The level of theory changes the bulk modulus of ruthenium mainly through the volume that each level predicts. An error of 1 % in volume costs about 5 % in modulus. Climbing from LDA to the hybrids therefore brings no steady improvement, and the hybrid moduli end up closer to LDA than to the GGA. Judged by a rough measured value, PBE-D4 is the sensible first choice among these rows. Where the cell is known from experiment, evaluating the modulus at that cell helps more than moving up to a hybrid.

Kohn-Sham DFT calculations with Ansatz for hexagonal Ru (P6_3/mmc, 2-atom cell), without spin polarisation or spin-orbit coupling, with Fermi-Dirac smearing of 0.05 eV. The basis column gives the plane-wave cutoff. Bulk moduli are from seven-point equation-of-state fits for a static lattice, each at the method's own equilibrium volume. The cell shape is that of the given cell and was not relaxed, so the ratio c/a is not each method's own.

```
      method      rung   potentials    basis               k mesh  bulk modulus (GPa)  rough processor time (s)
         LDA       LDA  JTH PAW LDA  1800 eV  11x11x6 2-atom cell               363.6                       100
       SVWN5       LDA   Ansatz PAW   420 eV  11x11x6 2-atom cell               367.1                        10
      PBE-D4       GGA   Ansatz PAW   420 eV  11x11x6 2-atom cell               329.2                        20
r2SCAN-rVV10  meta-GGA   Ansatz PAW   500 eV  11x11x6 2-atom cell               347.5                        50
       HSE03    hybrid   Ansatz PAW   420 eV    6x6x3 2-atom cell               358.9                        80
     r2SCANh    hybrid   Ansatz PAW   500 eV    6x6x3 2-atom cell               356.4                       300
```

**How far apart the levels are**

The bulk modulus measures the resistance to uniform squeezing. Its values run from 329 to 367 GPa, a spread of about 12 % of the lowest one. The measured modulus, as a rough recalled value, is near 320 GPa. The calculations describe a static lattice, and atomic vibrations soften a metal such as this by a few percent, so a good static result should lie slightly high.

Against that yardstick PBE-D4 is 3 % too high, which the vibrations could account for. The hybrids are 11 to 12 % too high and LDA 14 to 15 %, which is more than vibrations can explain. The meta-GGA run lies between PBE-D4 and the hybrids.

The equilibrium volumes from the same calculations show where this pattern comes from. Relative to the given cell, which is close to the measured one, LDA is too small by 3.6 %, the hybrids by about 2 % and PBE-D4 by only 0.4 %. Vibrations would swell each static cell a little, probably by less than 1 %. That could cover the PBE-D4 deficit but not the LDA one. The levels that predict the smallest crystals also predict the stiffest.

**Why volume counts so much**

A compressed metal becomes harder to compress further, because the repulsion between overlapping electron clouds rises steeply as atoms approach. The number B′ expresses this: it is the gain in bulk modulus B for each unit of added pressure P. With V for the volume, the definition B = −V dP/dV and a constant B′ give dB/B = −B′ dV/V. Hence B varies as V to the power −B′. In these runs B′ is close to 4.8, which is the source of the rule that 1 % in volume costs 5 % in modulus.

The rule can be tested by taking the PBE-D4 result as the only input and predicting HSE03 from its volume. The two volumes are 13.52 and 13.27 Å³ per atom, a ratio of 1.019. Raised to the power 4.83, the B′ of PBE-D4, this raises the modulus by nearly 10 %. The predicted modulus is 361 GPa, and the HSE03 calculation gives 359 GPa.

The same step works for the other two methods beyond LDA, with errors below 2 % of the modulus. A direct comparison at one volume leads to the same conclusion. At their own minima the four methods beyond LDA differ by 30 GPa, but at the given cell they differ by only 6 GPa. They nearly agree on how stiff ruthenium is at a given size, and disagree mostly on what size it should be. The analysis printed below lists these comparisons for every row.

**Where LDA departs from the rule**

For LDA the same prediction is about 20 GPa too high. LDA gives the stiffest crystals at their own minima, yet the softest ones at the given cell, with 304 and 307 GPa. Its high tabulated modulus thus comes from a crystal that is too small, and it hides bonding that is softer at fixed volume than in any method beyond LDA.

The pressures show how the two errors are linked. At the given cell both SVWN5 and PBE-D4 pull the crystal inward, but PBE-D4 does so less, which amounts to an extra outward push of about 11 GPa. Theory explains the direction: gradient corrections favour uneven electron densities, and the density becomes more uneven as atoms move apart. Stretching is therefore favoured, and the crystal settles at a larger volume. The D4 dispersion term pulls the other way, so the 11 GPa is what remains after both. PBE without a dispersion term usually makes 4d metals slightly too large, so the good PBE-D4 volume probably owes something to this balance. A run without D4 would show how much.

This extra push also grows as the crystal is compressed, and that makes the crystal stiffer at fixed volume. From SVWN5 to PBE-D4 the larger volume lowers the modulus by 55 GPa, while the growing push adds 17 GPa. The sum is the drop of 38 GPa found between the two rows. A single power law drawn through all six rows would mix these two effects and give an exponent near 2.8 in place of 4.8. It would then badly understate how sensitive any one method is to volume.

**What the hybrids add**

Mixing in exact exchange is no safe improvement for a metal. Mobile electrons screen the exchange interaction strongly. HSE03 imitates this by keeping its share of exact exchange at short range only, while r2SCANh uses a smaller share at all distances, and neither adapts that share to the metal. The two also differ in effect: at the given cell HSE03 pulls inward by 6.5 GPa more than PBE-D4, and r2SCANh by only 1.4 GPa more than r2SCAN-rVV10. Here both hybrids give smaller and stiffer crystals than PBE-D4 and the meta-GGA run. The missing dispersion term is not the reason, since its attraction would shrink the crystals further. Exact exchange is the likely cause, but the coarser k mesh may contribute, and these runs cannot separate the two. A hybrid result meant to settle a difference of a few percent would first need a test on a finer mesh.

The two LDA runs indicate how finely the rows can be compared at all. Their functionals are almost identical and their volumes agree, yet their moduli differ by 3.5 GPa, or about 1 %. The potentials and basis sets are the likely source. The 2.5 GPa between the two hybrids is smaller still and does not justify ranking one above the other.

**What each step costs**

The times are rough, but the orders of magnitude are useful. With the same family of potentials, PBE-D4 takes about twice as long as SVWN5. The meta-GGA run takes about five times as long, partly because its basis is larger. The LDA run with the 1800 eV basis takes ten times as long as SVWN5, roughly in line with its ninefold number of plane waves, though its potentials differ as well. That effort, with other potentials and a far larger basis, leaves the LDA volume where it was, which points to the functional as the source of the small volume.

The hybrid times look modest largely because their full k mesh has about 7 times fewer points. Exact exchange couples pairs of k points, so its cost can grow with the square of their number. Counting the points of the full meshes, and leaving aside savings from symmetry, HSE03 on the finer mesh would take roughly 7 to 45 times as long as listed. It already takes four times as long as PBE-D4, so at equal sampling the factor would lie between roughly 30 and 200.

**Choosing a level for a purpose**

For an estimate good to about 20 %, every row will do, and the cheapest LDA run is enough. For about 5 %, PBE-D4 at its own minimum is the economical choice, with the reservation that the measured value is known here only roughly and that the good volume may rest on the balance with D4. The meta-GGA run and the hybrids cost more here and land further from the rough measured value.

If a reliable measured cell is available, the better procedure is to calculate the pressure at a few volumes around it and apply B = −V dP/dV there. This brings every row closer to the rough measured value, and even LDA comes within about 5 %. LDA then describes a crystal held under a tension of about 12 GPa, so the result is a stiffness at the right size and not a prediction of that size.

For an accuracy of 1 or 2 % none of the rows is sufficient as it stands. At that level the potentials, the k mesh and the vibrations matter too. Once the modulus is evaluated at a measured cell, they can matter as much as the choice among the functionals beyond LDA, and effort is then better spent on them than on a more expensive functional.

Printed output of the fit:

```
volumes and moduli:
           row  own volume A^3/atom  volume error against given cell percent  modulus at given cell GPa  modulus from PBE-D4 curve GPa  prediction less value GPa
           LDA                13.08                                    -3.64                        304                          386.5                      22.86
         SVWN5                13.08                                    -3.64                      306.7                          386.5                      19.36
        PBE-D4                13.52                                   -0.388                      323.9                          329.2                          0
  r2SCAN-rVV10                13.39                                    -1.37                      325.9                          345.3                     -2.162
         HSE03                13.27                                   -2.269                      321.4                            361                      2.063
       r2SCANh                13.34                                   -1.749                      327.6                          351.8                     -4.568
against a rough recalled 320 GPa:
           row  at own minimum percent  at given cell percent  rough time relative to SVWN5
           LDA                   13.62                 -4.985                            10
         SVWN5                   14.72                 -4.167                             1
        PBE-D4                   2.875                  1.218                             2
  r2SCAN-rVV10                   8.594                  1.856                             5
         HSE03                   12.16                 0.4261                             8
       r2SCANh                   11.38                  2.377                            30
spread of all moduli at own minima in GPa: 37.9
spread of all moduli at the given cell in GPa: 23.56
spread beyond LDA at own minima in GPa: 29.7
spread beyond LDA at the given cell in GPa: 6.241
mean B' or percent of modulus lost per percent of volume: 4.833
slope of log modulus against log volume over all rows: -2.763
extra outward pressure of PBE-D4 over SVWN5 at the given cell in GPa: 11.18
the same at 13.30 A^3/atom in GPa: 11.53
the same at 13.85 A^3/atom in GPa: 10.84
step SVWN5 to PBE-D4 at own minima in GPa: -37.9
part of that step at fixed volume in GPa: 17.23
part of that step from the change of volume in GPa: -55.13
gap between the two LDA runs in GPa: 3.5
gap between the two hybrids in GPa: 2.5
ratio of plane waves at 1800 and 420 eV: 8.872
ratio of k points of the two full meshes: 6.722
square of that ratio: 45.19
```
